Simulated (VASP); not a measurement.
# BP in VASP: notebook

Aim: see how the results for BP move with the level of theory and the settings. Levels: PBE, HSE06, PBE0, r2SCAN. Tasks: work function.

Program: VASP 6.6.1. These are calculated values, not measurements. Logs are shortened: lines on timing, memory, paths and dates and some standing lists are left out, and cuts for length are marked.

**1. The sheet as given**

The cell holds a sheet with vacuum, 2 atoms: a = 3.204 Å, b = 3.204 Å, c = 16.000 Å, α = 90.00°, β = 90.00°, γ = 120.00°.

The cell was built by a generator and needn't be a form met in nature.

**2. Work function, PBE**

INCAR

```
ALGO     = Normal         # electronic algorithm
DIPOL    = 0.5 0.5 0.500
EDIFF    = 1E-7           # SCF threshold, eV
ENCUT    = 520            # plane-wave cutoff, eV
GGA      = PE             # functional
IDIPOL   = 3            
ISIF     = 2              # what is computed and relaxed
ISMEAR   = 0              # smearing method
KPAR     = 4            
LASPH    = True           # aspherical terms in the spheres
LCHARG   = True           # write CHGCAR
LDIPOL   = True         
LREAL    = False          # projectors in reciprocal space
LVACPOTAV= True         
LVHAR    = True         
LWAVE    = False          # write WAVECAR
NELM     = 80             # most SCF steps
PREC     = Accurate       # precision mode
SIGMA    = 0.03           # smearing width, eV
```

KPOINTS

```
k-points
0
Gamma
  12 12 1
```

POSCAR

```
BP                                      
1.0
    3.2040943696      0.0000000000      0.0000000000
   -1.6020471848      2.7748271181      0.0000000000
    0.0000000000      0.0000000000     16.0000000000
  B               P             
     1     1
Direct
     0.3333330000000032    0.6666669999999968    0.5000000000000000
     0.6666669999999968    0.3333330000000032    0.5000000000000000
```

Potentials or basis: VASP PAW PBE potentials, release 64 (B, P).

Launch:

```bash
cat potpaw_PBE.64/B/POTCAR potpaw_PBE.64/P/POTCAR > POTCAR
mpirun -np 4 vasp_std > vasp.out
```

OUTCAR:

```text
EDIFF = 1E-7
   ENCUT = 520
   GGA = PE
   ISIF = 2
   ISMEAR = 0
   LASPH = True
   LREAL = False
   NELM = 80
   PREC = Accurate

 ion  position               nearest neighbor table
   1  0.333  0.667  0.500-   2 1.85   2 1.85   2 1.85
   2  0.667  0.333  0.500-   1 1.85   1 1.85   1 1.85

  LATTYP: Found a hexagonal cell.
 ALAT       =     3.2040943696
 C/A-ratio  =     4.9936107225

  Lattice vectors:

 A1 = (   3.2040943696,   0.0000000000,   0.0000000000)
 A2 = (  -1.6020471848,   2.7748271181,   0.0000000000)
 A3 = (   0.0000000000,   0.0000000000,  16.0000000000)

Analysis of symmetry for initial positions (statically):
=====================================================================
 Subroutine PRICEL returns:
 Original cell was already a primitive cell.

 Routine SETGRP: Setting up the symmetry group for a
 hexagonal supercell.

 Subroutine GETGRP returns: Found 12 space group operations
 (whereof 12 operations were pure point group operations)
 out of a pool of 24 trial point group operations.

The static configuration has the point symmetry D_3h.

Analysis of symmetry for dynamics (positions and initial velocities):
=====================================================================
 Subroutine PRICEL returns:
 Original cell was already a primitive cell.

 Routine SETGRP: Setting up the symmetry group for a
 hexagonal supercell.

 Subroutine GETGRP returns: Found 12 space group operations
 (whereof 12 operations were pure point group operations)
 out of a pool of 24 trial point group operations.

The dynamic configuration has the point symmetry D_3h.

 Subroutine INISYM returns: Found 12 space group operations
 (whereof 12 operations are pure point group operations),
 and found     1 'primitive' translations

----------------------------------------------------------------------------------------

                                     Primitive cell

  volume of cell :     142.2529

  direct lattice vectors                    reciprocal lattice vectors
     3.204094370  0.000000000  0.000000000     0.312100670  0.180191406  0.000000000
    -1.602047185  2.774827118  0.000000000     0.000000000  0.360382812  0.000000000
     0.000000000  0.000000000 16.000000000     0.000000000  0.000000000  0.062500000

  length of vectors
     3.204094370  3.204094368 16.000000000     0.360382812  0.360382812  0.062500000

[... 80 lines left out ...]
   ISIF   =      2    stress and relaxation
   ISYM   =      2    0-nonsym 1-usesym 2-fastsym
   POTIM  = 0.5000    time-step for ionic-motion
   TEBEG  =    0.0;   TEEND  =   0.0 temperature during run
   PSTRESS=    0.0 pullay stress
   NELECT =       8.0000    total number of electrons
   NUPDOWN=      -1.0000    fix difference up-down
   EMIN   =  10.00;   EMAX   =-10.00  energy-range for DOS
   EFERMI =   0.00;   METHOD = LEGACY
   ISMEAR =     0;   SIGMA  =   0.03  broadening in eV -4-tet -1-fermi 0-gaus
   EFERMI_NEDOS =   21; number of points for ismear=-14 and -15
   IALGO  =     38    algorithm
   IMIX   =      4    mixing-type and parameters
     AMIX     =   0.40;   BMIX     =  1.00
     AMIX_MAG =   1.60;   BMIX_MAG =  1.00
  volume/ion in A,a.u.               =      71.13       479.99
  Fermi-wavevector in a.u.,A,eV,Ry     =   0.627217  1.185268  5.352546  0.393401
  Thomas-Fermi vector in A             =   1.688740
   LORBIT       =      0    0 simple, 1 ext, 2 COOP (PROOUT), +10 PAW based schemes
   GGA     = PE    functional components
   LHFCALC =     F    Hartree Fock is set to
   AEXX    =    0.0000 exact exchange contribution
   IVDW    =     0    specifies the selected vdW correction
   LEPSILON=     F    determine dielectric tensor
   LRPA    =     F    only Hartree local field effects (RPA)
 non-spin polarized calculation
 Gauss-broadening in eV      SIGMA  =   0.03
  energy-cutoff  :      520.00
  volume of cell :      142.25
 maximum number of plane-waves:      3864
 NGX is ok and might be reduce to    24
   NGX = 11   NGY = 11   NGZ = 59

 number of electron       8.0000000 magnetization

 dipolmoment           0.000000      0.000000     -0.000000 electrons x Angstroem

 Free energy of the ion-electron system (eV)
  ---------------------------------------------------
  ext. energy  EPLUGINS =         0.00000000
  ---------------------------------------------------
  free energy    TOTEN  =       -12.17077015 eV

  energy without entropy =      -12.17077015  energy(sigma->0) =      -12.17077015

 E-fermi :  -2.9124     XC(G=0):  -2.6656

 val. band max:       -3.1018079201   @ k =   0.3333   0.3333   0.0000
 cond. band min:      -2.2032382786   @ k =   0.3333   0.3333   0.0000
 fundamental gap:      0.8985696415
 Fermi energy:        -2.9124237674

 k-point     1 :       0.0000    0.0000    0.0000
  band No.  band energies     occupation
      1     -16.8164      2.00000
      2      -7.2712      2.00000
      3      -4.7407      2.00000
      4      -4.7406      2.00000
      5       0.6504      0.00000
      6       1.5899      0.00000
      7       1.5900      0.00000
      8       1.8667      0.00000
[... 188 lines left out ...]
 k-point    19 :       0.3333    0.3333    0.0000
  band No.  band energies     occupation
      1     -13.3597      2.00000
      2     -11.0151      2.00000
      3      -9.3854      2.00000
      4      -3.1018      2.00000
      5      -2.2032      0.00000
      6       3.2939      0.00000
      7       4.2307      0.00000
      8       5.4166      0.00000

------------------------ aborting loop because EDIFF is reached ----------------------------------------

  FORCE on cell =-STRESS in cart. coord.  units (eV):
  Direction    XX          YY          ZZ          XY          YZ          ZX
  --------------------------------------------------------------------------------------
  -------------------------------------------------------------------------------------
  Total        0.2681183      0.2681183     -0.0089242      0.0000000      0.0000000      0.0000000
  in kB        3.0197841      3.0197841     -0.1005120      0.0000000      0.0000000      0.0000000
  external PRESSURE =       1.9796854 kB  Pullay stress =       0.0000000 kB

 VOLUME and BASIS-vectors are now :
 -----------------------------------------------------------------------------
  energy-cutoff  :      520.00
  volume of cell :      142.25
      direct lattice vectors                 reciprocal lattice vectors
     3.204094370  0.000000000  0.000000000     0.312100670  0.180191406  0.000000000
    -1.602047185  2.774827118  0.000000000     0.000000000  0.360382812  0.000000000
     0.000000000  0.000000000 16.000000000     0.000000000  0.000000000  0.062500000

 POSITION                                       TOTAL-FORCE (eV/Angst)
 -----------------------------------------------------------------------------------
     -0.00000      1.84989      8.00000        -0.000000      0.000000      0.000000
      1.60205      0.92494      8.00000         0.000000     -0.000000      0.000000
 -----------------------------------------------------------------------------------
    total drift:                               -0.000145      0.000083      0.000000

  FREE ENERGIE OF THE ION-ELECTRON SYSTEM (eV)
  ---------------------------------------------------
  free  energy   TOTEN  =       -12.1707701536 eV

  energy  without entropy=      -12.1707701536  energy(sigma->0) =      -12.17077015

 vacuum level on the upper side and lower side of the slab         2.016         2.016
```

It took 20 s on 4 MPI ranks of Intel Xeon Platinum 8175M at 2.50GHz (Skylake/Cascade Lake), shared host; peak memory 0.24 GiB.

Results:

```
Free energy                            : -12.1708 eV
Band gap on the k mesh                 : 0.90 eV, direct
Ionisation potential of the upper face : 5.12 eV
```

Levels at points of the mesh, in eV from the valence-band top:
```tsv
k point	band 2	band 3	band 4	band 5	band 6	band 7
(0.00, 0.00, 0.00)	-4.17	-1.64	-1.64	3.75	4.69	4.69
(0.50, 0.00, 0.00)	-8.34	-3.64	-1.06	1.47	2.88	7.86
```

**3. Work function, HSE06**

POSCAR is that of step 2.

INCAR.step1

```
ALGO     = Normal         # electronic algorithm
DIPOL    = 0.5 0.5 0.500
EDIFF    = 1E-5           # SCF threshold, eV
ENCUT    = 520            # plane-wave cutoff, eV
GGA      = PE             # functional
IDIPOL   = 3            
ISIF     = 2              # what is computed and relaxed
ISMEAR   = 0              # smearing method
KPAR     = 4            
LASPH    = True           # aspherical terms in the spheres
LDIPOL   = True         
LREAL    = False          # projectors in reciprocal space
LWAVE    = True           # write WAVECAR
NELM     = 80             # most SCF steps
PREC     = Accurate       # precision mode
SIGMA    = 0.03           # smearing width, eV
```

INCAR.step2

```
ALGO     = Normal         # electronic algorithm
DIPOL    = 0.5 0.5 0.500
EDIFF    = 1E-7           # SCF threshold, eV
ENCUT    = 520            # plane-wave cutoff, eV
GGA      = PE             # functional
HFSCREEN = 0.2            # screening, 1/A
IDIPOL   = 3            
ISIF     = 2              # what is computed and relaxed
ISMEAR   = 0              # smearing method
ISTART   = 1            
KPAR     = 4            
LASPH    = True           # aspherical terms in the spheres
LCHARG   = True           # write CHGCAR
LDIPOL   = True         
LHFCALC  = True           # exact exchange
LREAL    = False          # projectors in reciprocal space
LVACPOTAV= True         
LVHAR    = True         
LWAVE    = False          # write WAVECAR
NELM     = 80             # most SCF steps
PREC     = Accurate       # precision mode
PRECFOCK = Fast         
SIGMA    = 0.03           # smearing width, eV
```

KPOINTS

```
k-points
0
Gamma
  6 6 1
```

Potentials or basis: VASP PAW PBE potentials, release 64 (B, P).

Launch:

```bash
cat potpaw_PBE.64/B/POTCAR potpaw_PBE.64/P/POTCAR > POTCAR
cp INCAR.step1 INCAR
mpirun -np 4 vasp_std > vasp.out
cp INCAR.step2 INCAR
mpirun -np 4 vasp_std > vasp.out
```

OUTCAR:

```text
EDIFF = 1E-7
   ENCUT = 520
   GGA = PE
   HFSCREEN = 0.2
   ISIF = 2
   ISMEAR = 0
   ISTART = 1
   LASPH = True
   LHFCALC = True
   LREAL = False
   NELM = 80
   PREC = Accurate
   PRECFOCK = Fast

 ion  position               nearest neighbor table
   1  0.333  0.667  0.500-   2 1.85   2 1.85   2 1.85
   2  0.667  0.333  0.500-   1 1.85   1 1.85   1 1.85

  LATTYP: Found a hexagonal cell.
 ALAT       =     3.2040943696
[... 261 lines left out ...]

  FORCE on cell =-STRESS in cart. coord.  units (eV):
  Direction    XX          YY          ZZ          XY          YZ          ZX
  --------------------------------------------------------------------------------------
  -------------------------------------------------------------------------------------
  Total       -0.2302519     -0.2302519     -0.0120632      0.0000000      0.0000000     -0.0000000
  in kB       -2.5932989     -2.5932988     -0.1358668      0.0000000      0.0000000     -0.0000000
  external PRESSURE =      -1.7741548 kB  Pullay stress =       0.0000000 kB

 VOLUME and BASIS-vectors are now :
 -----------------------------------------------------------------------------
  energy-cutoff  :      520.00
  volume of cell :      142.25
      direct lattice vectors                 reciprocal lattice vectors
     3.204094370  0.000000000  0.000000000     0.312100670  0.180191406  0.000000000
    -1.602047185  2.774827118  0.000000000     0.000000000  0.360382812  0.000000000
     0.000000000  0.000000000 16.000000000     0.000000000  0.000000000  0.062500000

 POSITION                                       TOTAL-FORCE (eV/Angst)
 -----------------------------------------------------------------------------------
     -0.00000      1.84989      8.00000        -0.000000     -0.000000      0.000000
      1.60205      0.92494      8.00000         0.000000      0.000000      0.000000
 -----------------------------------------------------------------------------------
    total drift:                               -0.000134      0.000054      0.000000

  FREE ENERGIE OF THE ION-ELECTRON SYSTEM (eV)
  ---------------------------------------------------
  free  energy   TOTEN  =       -13.9743871491 eV

  energy  without entropy=      -13.9743871491  energy(sigma->0) =      -13.97438715

 vacuum level on the upper side and lower side of the slab         2.025         2.025
```

OSZICAR.step1:

```text
N       E                     dE             d eps       ncg     rms          rms(c)
DAV:   1     0.471669224247E+02    0.47167E+02   -0.26352E+03   112   0.668E+02
DAV:   2    -0.879730765983E+01   -0.55964E+02   -0.51375E+02   160   0.966E+01
DAV:   3    -0.130014577703E+02   -0.42042E+01   -0.42028E+01   200   0.448E+01
DAV:   4    -0.130179659245E+02   -0.16508E-01   -0.16508E-01   176   0.304E+00
DAV:   5    -0.130179852401E+02   -0.19316E-04   -0.19315E-04   184   0.111E-01    0.721E+00
DAV:   6    -0.123315517703E+02    0.68643E+00   -0.21466E+00   144   0.741E+00    0.381E+00
DAV:   7    -0.121801650842E+02    0.15139E+00   -0.28837E-01   192   0.334E+00    0.137E+00
DAV:   8    -0.121616014571E+02    0.18564E-01   -0.61760E-02   176   0.147E+00    0.301E-01
DAV:   9    -0.121588207217E+02    0.27807E-02   -0.21949E-03   200   0.366E-01    0.178E-01
DAV:  10    -0.121592110746E+02   -0.39035E-03   -0.25478E-04   144   0.110E-01    0.591E-02
DAV:  11    -0.121590175294E+02    0.19355E-03   -0.17183E-03   152   0.186E-01    0.306E-02
DAV:  12    -0.121592224314E+02   -0.20490E-03   -0.16401E-05   152   0.305E-02    0.151E-02
DAV:  13    -0.121594346153E+02   -0.21218E-03   -0.11068E-04   128   0.519E-02    0.690E-03
DAV:  14    -0.121595860773E+02   -0.15146E-03   -0.76871E-06   168   0.112E-02    0.651E-03
DAV:  15    -0.121598400605E+02   -0.25398E-03   -0.41473E-05   144   0.234E-02    0.251E-03
DAV:  16    -0.121599259555E+02   -0.85895E-04   -0.11387E-05   160   0.131E-02    0.180E-03
DAV:  17    -0.121599300428E+02   -0.40873E-05   -0.24901E-07   160   0.276E-03
   1 F= -.12159930E+02 E0= -.12159930E+02  d E =-.239460E-20
```

It took 90 s on 4 MPI ranks of Intel Xeon Platinum 8175M at 2.50GHz (Skylake/Cascade Lake), shared host; peak memory 0.33 GiB.

What came out:

```
Free energy                            : -13.9744 eV
Band gap on the k mesh                 : 1.37 eV, direct
Ionisation potential of the upper face : 5.43 eV
```

Caveat: the PAW data sets were made with another functional, which shifts forces and pressure a little.

(Part 1 of 3 ends here.)
